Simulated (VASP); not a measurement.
# ZnO (zincite) (P6_3mc) in VASP: further runs, part 3 of 3

VASP 6.6.1. Earlier steps stand in the parts before.

**6. Relaxation of cell and atoms, LDA**

This run uses another cell than the first one, of 11.40 Å³/atom, 0.961 times its volume.

File INCAR:

```
  PREC = Accurate
  ENCUT = 600
  EDIFF = 1E-7
  ISMEAR = 0
  SIGMA = 0.03
  LREAL = F
  LASPH = T
  NELM = 80
  ALGO = Normal
  ISIF = 3
  LWAVE = F
  LCHARG = F
  GGA = CA
  IBRION = 2
  NSW = 90
  EDIFFG = -0.005
```

File KPOINTS:

```
Automatic mesh
0
Gamma
  9 9 5
```

File POSCAR:

```
ZnO                                     
1.0
    3.1939360994      0.0000000000     -0.0000000000
   -1.5969680497      2.7660298001      0.0000000000
    0.0000000000      0.0000000000      5.1636354071
  Zn              O             
     2     2
Direct
     0.3333333332999970    0.6666666667000030    0.5003505567281682
     0.6666666667000030    0.3333333332999970    0.0003505567281684
     0.6666666667000030    0.3333333332999970    0.3786594432718326
     0.3333333332999970    0.6666666667000030    0.8786594432718328
```

Potentials or basis: VASP PAW LDA potentials, release 64 (Zn, O).

Command:

```console
$ cat potpaw_LDA.64/Zn/POTCAR potpaw_LDA.64/O/POTCAR > POTCAR
$ mpirun -np 1 vasp_std > vasp.out
```

OUTCAR:

```text
PREC = Accurate
   ENCUT = 600
   EDIFF = 1E-7
   ISMEAR = 0
   LREAL = F
   LASPH = T
   NELM = 80
   ISIF = 3
   GGA = CA
   IBRION = 2
   NSW = 90
   EDIFFG = -0.005

 ion  position               nearest neighbor table
   1  0.333  0.667  0.500-   3 1.95   3 1.95   3 1.95   4 1.95
   2  0.667  0.333  0.000-   4 1.95   4 1.95   4 1.95   3 1.95
   3  0.667  0.333  0.379-   1 1.95   1 1.95   1 1.95   2 1.95
   4  0.333  0.667  0.879-   2 1.95   2 1.95   2 1.95   1 1.95

  LATTYP: Found a hexagonal cell.
 ALAT       =     3.1939360994
 C/A-ratio  =     1.6166996604

  Lattice vectors:

 A1 = (   3.1939360994,   0.0000000000,   0.0000000000)
 A2 = (  -1.5969680497,   2.7660298001,   0.0000000000)
 A3 = (   0.0000000000,   0.0000000000,   5.1636354071)

Analysis of symmetry for initial positions (statically):
=====================================================================
 Subroutine PRICEL returns:
 Original cell was already a primitive cell.

 Routine SETGRP: Setting up the symmetry group for a
 hexagonal supercell.

 Subroutine GETGRP returns: Found 12 space group operations
 (whereof  6 operations were pure point group operations)
 out of a pool of 24 trial point group operations.

The static configuration has the point symmetry C_3v.
 The point group associated with its full space group is C_6v.

Analysis of symmetry for dynamics (positions and initial velocities):
=====================================================================
 Subroutine PRICEL returns:
 Original cell was already a primitive cell.

 Routine SETGRP: Setting up the symmetry group for a
 hexagonal supercell.

 Subroutine GETGRP returns: Found 12 space group operations
 (whereof  6 operations were pure point group operations)
 out of a pool of 24 trial point group operations.

The dynamic configuration has the point symmetry C_3v.
 The point group associated with its full space group is C_6v.

[... 124 lines left out ...]
  Fermi-wavevector in a.u.,A,eV,Ry     =   1.512851  2.858874 31.139895  2.288718
  Thomas-Fermi vector in A             =   2.622720
   LORBIT       =      0    0 simple, 1 ext, 2 COOP (PROOUT), +10 PAW based schemes
   GGA     = CA    functional components
   LHFCALC =     F    Hartree Fock is set to
   AEXX    =    0.0000 exact exchange contribution
   IVDW    =     0    specifies the selected vdW correction
   LEPSILON=     F    determine dielectric tensor
   LRPA    =     F    only Hartree local field effects (RPA)
 conjugate gradient relaxation of ions
 non-spin polarized calculation
 Gauss-broadening in eV      SIGMA  =   0.03
  energy-cutoff  :      600.00
  volume of cell :       45.62
 maximum number of plane-waves:      1533
 NGX is ok and might be reduce to    28
   NGX = 13   NGY = 13   NGZ = 21

 number of electron      35.9999998 magnetization

 Free energy of the ion-electron system (eV)
  ---------------------------------------------------
  ext. energy  EPLUGINS =         0.00000000
  ---------------------------------------------------
  free energy    TOTEN  =       -21.16321972 eV

  energy without entropy =      -21.16321972  energy(sigma->0) =      -21.16321972

 E-fermi :   1.4211     XC(G=0): -11.6905

 val. band max:        1.2858726214   @ k =   0.0000   0.0000   0.0000
 cond. band min:       2.0857017268   @ k =   0.0000   0.0000   0.0000
 fundamental gap:      0.7998291054
 Fermi energy:         1.4211447006

 k-point     1 :       0.0000    0.0000    0.0000
  band No.  band energies     occupation
      1     -16.8812      2.00000
      2     -16.0492      2.00000
      3      -4.7852      2.00000
      4      -4.7097      2.00000
      5      -4.7097      2.00000
      6      -4.6742      2.00000
[... 589 lines left out ...]
     21       9.1722      0.00000
     22       9.3573      0.00000

 [... further k-points ...]

------------------------ aborting loop because EDIFF is reached ----------------------------------------

  FORCE on cell =-STRESS in cart. coord.  units (eV):
  Direction    XX          YY          ZZ          XY          YZ          ZX
  --------------------------------------------------------------------------------------
  -------------------------------------------------------------------------------------
  Total       -0.0002509     -0.0002509      0.0185726      0.0000000     -0.0000000      0.0000000
  in kB       -0.0088109     -0.0088109      0.6522967      0.0000000     -0.0000000      0.0000000
  external PRESSURE =       0.2115583 kB  Pullay stress =       0.0000000 kB

 VOLUME and BASIS-vectors are now :
 -----------------------------------------------------------------------------
  energy-cutoff  :      600.00
  volume of cell :       45.62
      direct lattice vectors                 reciprocal lattice vectors
     3.193936099  0.000000000  0.000000000     0.313093302  0.180764502  0.000000000
    -1.596968050  2.766029800  0.000000000     0.000000000  0.361529004  0.000000000
     0.000000000  0.000000000  5.163635407     0.000000000  0.000000000  0.193662008

 POSITION                                       TOTAL-FORCE (eV/Angst)
 -----------------------------------------------------------------------------------
     -0.00000      1.84402      2.58363         0.000000      0.000000     -0.003649
      1.59697      0.92201      0.00181        -0.000000      0.000000     -0.003649
      1.59697      0.92201      1.95526         0.000000      0.000000      0.003649
     -0.00000      1.84402      4.53708        -0.000000     -0.000000      0.003649
 -----------------------------------------------------------------------------------
    total drift:                               -0.000000     -0.000000     -0.001055

  FREE ENERGIE OF THE ION-ELECTRON SYSTEM (eV)
  ---------------------------------------------------
  free  energy   TOTEN  =       -21.1632197226 eV

  energy  without entropy=      -21.1632197226  energy(sigma->0) =      -21.16321972

 reached required accuracy - stopping structural energy minimisation
```

Run time: 48 s. Hardware: 1 thread of Intel Xeon Platinum 8375C at 2.90GHz (Ice Lake), shared host; peak memory 0.17 GiB.

Results:

| Property | Result |
| --- | --- |
| Free energy | -21.1632 eV |
| Pressure after relaxing | 0.0 GPa |
| Largest force after relaxing | 0.004 eV/Å |
| Band gap on the k mesh | 0.80 eV, direct |

Forces on the atoms (eV/Å):
```
Zn   0.000  0.000 -0.004
Zn   0.000  0.000 -0.004
O    0.000  0.000  0.004
O    0.000  0.000  0.004
```

Final structure:
```
CELL_PARAMETERS angstrom
3.19394 0.00000 0.00000
-1.59697 2.76603 0.00000
0.00000 0.00000 5.16364
ATOMIC_POSITIONS crystal
Zn 0.33333 0.66667 0.50035
Zn 0.66667 0.33333 0.00035
O 0.66667 0.33333 0.37866
O 0.33333 0.66667 0.87866
```

Caveat: the relaxation stopped at its first step, so nothing moved. A hybrid or GW would open this gap; LDA tends to underestimate it.

**7. Overview**

```tsv
level	potentials or basis	gap on the mesh (eV)	pressure (GPa)	relaxed volume (Å³/atom)
r2SCAN	VASP PAW PBE potentials, release 64 (Zn, O)	1.23	0.0	11.86
PBEsol	VASP PAW PBE potentials, release 64 (Zn, O)	0.68	-0.1	11.85
LDA	VASP PAW LDA potentials, release 64 (Zn, O)	0.80	0.0	-
```

Alike in all rows: task relaxation of cell and atoms; no spin polarisation; cell relaxed; k mesh 9 × 9 × 5; cutoff (eV) 600; smearing gaussian 0.03 eV.

Caveats: the PAW data sets were made with another functional, which shifts forces and pressure a little (some runs); the relaxation stopped at its first step, so nothing moved (some runs).

Total energies depend on the potentials used, so only differences within one code and one set of settings carry meaning.
